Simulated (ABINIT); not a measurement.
# SiC (Moissanite) (P6_3mc) in ABINIT: convergence with tolvrs

Aim: find how far tolvrs must go before the results for SiC (Moissanite) settle, at PBEsol. This setting moves, with any that are tied to it; all else stays.

Everything below comes from runs of ABINIT 10.8.3 (patched build). Logs are shortened: lines on timing, memory, paths and dates and some standing lists are left out, and cuts for length are marked. The log counts tension as positive stress, the text compression.

### Step 1. Starting point

It takes space group P6_3mc (No. 186, hexagonal). Conventional cell: a = 3.076 Å, b = 3.076 Å, c = 5.048 Å, α = 90.00°, β = 90.00°, γ = 120.00°. Si (site symmetry 3m) has 4 C at 1.87 to 1.94 Å as nearest neighbours. Around C (site symmetry 3m) lie 4 Si at 1.87 to 1.94 Å.

### Step 2. With tolvrs 0.01

run.abi

```
# Pseudopotentials
pp_dirpath "./"
pseudos "Si.GGA_PBE-JTH.xml, C.GGA_PBE-JTH.xml"

# Structure
acell 3*1.0
rprim
     5.8127975593     0.0000000000     0.0000000000
    -2.9063987797     5.0340303534     0.0000000000
     0.0000000000     0.0000000000     9.5393374771
ntypat 2
znucl 14 6
natom 4
typat 1 1 2 2
xcart
     2.9063987800     1.6780101176     4.7696687386
    -0.0000000003     3.3560202358     0.0000000000
     2.9063987800     1.6780101176     8.4423136672
    -0.0000000003     3.3560202358     3.6726449287

# Plane-wave basis
ecut 517.016339 eV
pawecutdg 38.0
pawxcdev 0

# k points
kptopt 1
ngkpt 10 10 5
nshiftk 1
shiftk 0.0 0.0 0.0

# Exchange and correlation
ixc -116133

# Bands and occupations
nband 12
occopt 4
tsmear 0.00183747

# SCF cycle
nstep 100
tolvrs 0.01

# Output
iomode 3
prtwf 0
prtden 0
prteig 0
prtebands 0
enunit 1
```

Potentials or basis: JTH PAW PBE v2.0.

Command:

```bash
$ abinit run.abi > log 2>&1
```

Wall time 11 s (1 thread of Arm Neoverse V2, shared host); peak memory 0.1 GiB.

The run converged. Its results:

```yaml
Free_energy: -529.4247 eV
Pressure: -0.5 GPa
Largest_force: 0.743 eV/Å
Band_gap_on_the_k_mesh: 2.33 eV, indirect (least direct gap 3.97 eV)
Valence_electrons_inside_the_program's_atomic_spheres: Si 1.67; C 2.56
```

### Step 3. With tolvrs 0.001

Edit run.abi of step 2 so:

```diff
@@ -41,3 +41,3 @@
 nstep 100
-tolvrs 0.01
+tolvrs 0.001
```

Potentials or basis: JTH PAW PBE v2.0.

Command:

```bash
$ abinit run.abi > log 2>&1
```

Run time: 12 s. Hardware: 1 thread of Arm Neoverse V2, shared host; peak memory 0.1 GiB.

It converged, with:

| Item | Value |
| --- | --- |
| Free energy | -529.4257 eV |
| Pressure | -0.7 GPa |
| Largest force | 0.735 eV/Å |
| Band gap on the k mesh | 2.33 eV, indirect (least direct gap 3.98 eV) |
| Valence electrons inside the program's atomic spheres | Si 1.67; C 2.57 |

### Step 4. With tolvrs 0.0001

Edit run.abi of step 3 so:

```diff
@@ -41,3 +41,3 @@
 nstep 100
-tolvrs 0.001
+tolvrs 0.0001
```

Command:

```bash
$ abinit run.abi > log 2>&1
```

It took 14 s on 1 thread of Arm Neoverse V2, shared host; peak memory 0.1 GiB.

Results (log left out):

| Property | Result |
| --- | --- |
| Free energy | -529.4260 eV |
| Pressure | -0.1 GPa |
| Largest force | 0.737 eV/Å |
| Band gap on the k mesh | 2.33 eV, indirect (least direct gap 3.97 eV) |
| Valence electrons inside the program's atomic spheres | Si 1.67; C 2.56 |

### Step 5. With tolvrs 1e-05

Edit run.abi of step 4 so:

```diff
@@ -41,3 +41,3 @@
 nstep 100
-tolvrs 0.0001
+tolvrs 1.0e-5
```

Command:

```bash
$ abinit run.abi > log 2>&1
```

It took 16 s on 1 thread of Arm Neoverse V2, shared host; peak memory 0.1 GiB.

The run converged. Its results:

- Free energy: -529.4260 eV
- Pressure: -0.2 GPa
- Largest force: 0.737 eV/Å
- Band gap on the k mesh: 2.33 eV, indirect (least direct gap 3.98 eV)
- Valence electrons inside the program's atomic spheres: Si 1.67; C 2.56

### Step 6. With tolvrs 1e-06

Edit run.abi of step 5 so:

```diff
@@ -41,3 +41,3 @@
 nstep 100
-tolvrs 1.0e-5
+tolvrs 1.0e-6
```

Potentials or basis: JTH PAW PBE v2.0.

Command:

```bash
$ abinit run.abi > log 2>&1
```

It took 18 s on 1 thread of Arm Neoverse V2, shared host; peak memory 0.1 GiB.

The run converged. Its results:

```yaml
Free_energy: -529.4260 eV
Pressure: -0.2 GPa
Largest_force: 0.738 eV/Å
Band_gap_on_the_k_mesh: 2.33 eV, indirect (least direct gap 3.98 eV)
Valence_electrons_inside_the_program's_atomic_spheres: Si 1.67; C 2.56
```

### Step 7. With tolvrs 1e-08

Edit run.abi of step 6 so:

```diff
@@ -41,3 +41,3 @@
 nstep 100
-tolvrs 1.0e-6
+tolvrs 1.0e-8
```

Command:

```bash
$ abinit run.abi > log 2>&1
```

Run time: 23 s. Hardware: 1 thread of Arm Neoverse V2, shared host; peak memory 0.1 GiB.

It converged, with:

- Free energy: -529.4260 eV
- Pressure: -0.2 GPa
- Largest force: 0.738 eV/Å
- Band gap on the k mesh: 2.33 eV, indirect (least direct gap 3.98 eV)
- Valence electrons inside the program's atomic spheres: Si 1.67; C 2.56

### Step 8. With tolvrs 1e-10

Edit run.abi of step 7 so:

```diff
@@ -41,3 +41,3 @@
 nstep 100
-tolvrs 1.0e-8
+tolvrs 1.0e-10
```

Command:

```bash
$ abinit run.abi > log 2>&1
```

It took 27 s on 1 thread of Arm Neoverse V2, shared host; peak memory 0.1 GiB.

Results (log left out):

- Free energy: -529.4260 eV
- Pressure: -0.2 GPa
- Largest force: 0.738 eV/Å
- Band gap on the k mesh: 2.33 eV, indirect (least direct gap 3.98 eV)
- Valence electrons inside the program's atomic spheres: Si 1.67; C 2.56

### Step 9. With tolvrs 1e-13

Edit run.abi of step 8 so:

```diff
@@ -41,3 +41,3 @@
 nstep 100
-tolvrs 1.0e-10
+tolvrs 1.0e-13
```

Potentials or basis: JTH PAW PBE v2.0.

Command:

```bash
$ abinit run.abi > log 2>&1
```

run.abo:

```text
.Version 10.8.3 of ABINIT
 Symmetries : space group P6_3 m c (#186); Bravais hP (primitive hexag.)
================================================================================
 Values of the parameters that define the memory need of the present run
     intxc =       0    ionmov =       0      iscf =      17    lmnmax =       8
     lnmax =       4     mgfft =      40  mpssoang =       2    mqgrid =    3001
     natom =       4  nloc_mem =       2    nspden =       1   nspinor =       1
    nsppol =       1      nsym =      12    n1xccc =       1    ntypat =       2
    occopt =       4   xclevel =       2
       mpw =        1118          nfft =       23040          nkpt =          42
 PAW method is used; the additional fine FFT grid is defined by:
   mgfftf=        54    nfftf =     69984
================================================================================
================================================================================

--------------------------------------------------------------------------------
------------- Echo of variables that govern the present computation ------------
--------------------------------------------------------------------------------
 -outvars: echo values of preprocessed input variables --------
            acell      1.0000000000E+00  1.0000000000E+00  1.0000000000E+00 Bohr
              amu      2.80855000E+01  1.20110000E+01
             ecut      1.90000000E+01 Hartree
           enunit           1
              ixc     -116133
         kptrlatt       10    0    0      0   10    0      0    0    5
          kptrlen      4.76966874E+01
            natom           4
            nband          12
            ngfft          24      24      40
          ngfftdg          36      36      54
             nkpt          42
            nstep         100
             nsym          12
           ntypat           2
           occopt           4
[... 217 lines left out ...]
...

--- !EnergyTermsDC
iteration_state     : {dtset: 1, }
comment             : '"Double-counting" decomposition of free energy'
band_energy         :  1.03945255709637E+00
Ewald energy        : -2.08945946025903E+01
psp_core            :  1.04396187200192E+00
xc_dc               : -3.40072946917635E+00
PAW spherical_terms :  2.75586211085455E+00
internal            : -1.94560475318139E+01
'-kT*entropy'       :  4.83525515978693E-16
total_energy_dc     : -1.94560475318139E+01
total_energy_dc_eV  : -5.29426024208352E+02
...

--- !EnergyTermsWithPAWCore
iteration_state     : {dtset: 1, }
comment             : 'Components of total free energy, including PAW core contributions'
Total energy        : -6.54952123580696E+02
Total energy DC     : -6.54952123609339E+02
Total energy (eV)   : -1.78221552073798E+04
Total energy DC (eV): -1.78221552081592E+04
...

 Cartesian components of stress tensor (hartree/bohr^3)
  sigma(1 1)= -4.79137626E-05  sigma(3 2)=  0.00000000E+00
  sigma(2 2)= -4.79137626E-05  sigma(3 1)=  0.00000000E+00
  sigma(3 3)=  1.14041056E-04  sigma(2 1)=  3.66707928E-14

-Cartesian components of stress tensor (GPa)         [Pressure= -1.7862E-01 GPa]
- sigma(1 1)= -1.40967156E+00  sigma(3 2)=  0.00000000E+00
- sigma(2 2)= -1.40967156E+00  sigma(3 1)=  0.00000000E+00
- sigma(3 3)=  3.35520371E+00  sigma(2 1)=  1.07889197E-09

== END DATASET(S) ==============================================================
================================================================================

 -outvars: echo values of variables after computation  --------
            acell      1.0000000000E+00  1.0000000000E+00  1.0000000000E+00 Bohr
           etotal     -1.9456047532E+01
            fcart      0.0000000000E+00 -1.2034992495E-28  1.4348402708E-02
                      -9.2645415420E-29 -1.3372213884E-29  1.4348402708E-02
                      -1.3896812313E-28  1.7383878048E-28 -1.4348402708E-02
                       2.3161353855E-28 -4.0116641647E-29 -1.4348402708E-02
            rprim      5.8127975593E+00  0.0000000000E+00  0.0000000000E+00
                      -2.9063987797E+00  5.0340303534E+00  0.0000000000E+00
                       0.0000000000E+00  0.0000000000E+00  9.5393374771E+00
           strten     -4.7913762572E-05 -4.7913762557E-05  1.1404105599E-04
                       0.0000000000E+00  0.0000000000E+00  3.6670792836E-14
           xangst      1.5379999990E+00  8.8796471340E-01  2.5239999983E+00
                       8.8196240839E-12  1.7759294268E+00  0.0000000000E+00
                       1.5379999990E+00  8.8796471340E-01  4.4674799969E+00
                       8.8196240839E-12  1.7759294268E+00  1.9434799987E+00
             xred      6.6666666668E-01  3.3333333333E-01  5.0000000000E-01
                       3.3333333334E-01  6.6666666667E-01  0.0000000000E+00
                       6.6666666668E-01  3.3333333333E-01  8.8500000000E-01
                       3.3333333334E-01  6.6666666667E-01  3.8500000000E-01
 Calculation completed.
```

Wall time 44 s (1 thread of Arm Neoverse V2, shared host); peak memory 0.1 GiB.

What came out:

- Free energy: -529.4260 eV
- Pressure: -0.2 GPa
- Largest force: 0.738 eV/Å
- Band gap on the k mesh: 2.33 eV, indirect (least direct gap 3.98 eV)
- Valence electrons inside the program's atomic spheres: Si 1.67; C 2.56

### Step 10. Result

| tolvrs | energy less the tightest run (meV/atom) | pressure (GPa) | largest force (eV/Å) | gap on the mesh (eV) | SCF cycles | CPU time (s) | peak memory (GiB) |
| --- | --- | --- | --- | --- | --- | --- | --- |
| 0.01 | 0.34 | -0.45 | 0.743 | 2.326 | 4 | 11 | 0.1 |
| 0.001 | 0.07 | -0.68 | 0.735 | 2.335 | 5 | 12 | 0.1 |
| 0.0001 | 0.01 | -0.10 | 0.737 | 2.331 | 6 | 14 | 0.1 |
| 1e-05 | 0.00 | -0.21 | 0.737 | 2.333 | 7 | 16 | 0.1 |
| 1e-06 | 0.00 | -0.18 | 0.738 | 2.332 | 8 | 18 | 0.1 |
| 1e-08 | 0.00 | -0.18 | 0.738 | 2.332 | 11 | 23 | 0.1 |
| 1e-10 | 0.00 | -0.18 | 0.738 | 2.332 | 13 | 27 | 0.1 |
| 1e-13 | 0.00 | -0.18 | 0.738 | 2.332 | 22 | 44 | 0.1 |

Against the tightest run, the energy stays within 1 meV/atom from 0.01 on; the pressure stays within 0.1 GPa from 0.0001 on; the largest force stays within 0.005 eV/Å from 0.01 on; the gap on the mesh stays within 0.01 eV from 0.01 on. The tightest run that finished is the yardstick and may itself not be fully converged.

Caveats: the PAW data sets were made with another functional, which shifts forces and pressure a little; an odd mesh through Γ misses points on the zone boundary, where band edges often lie.
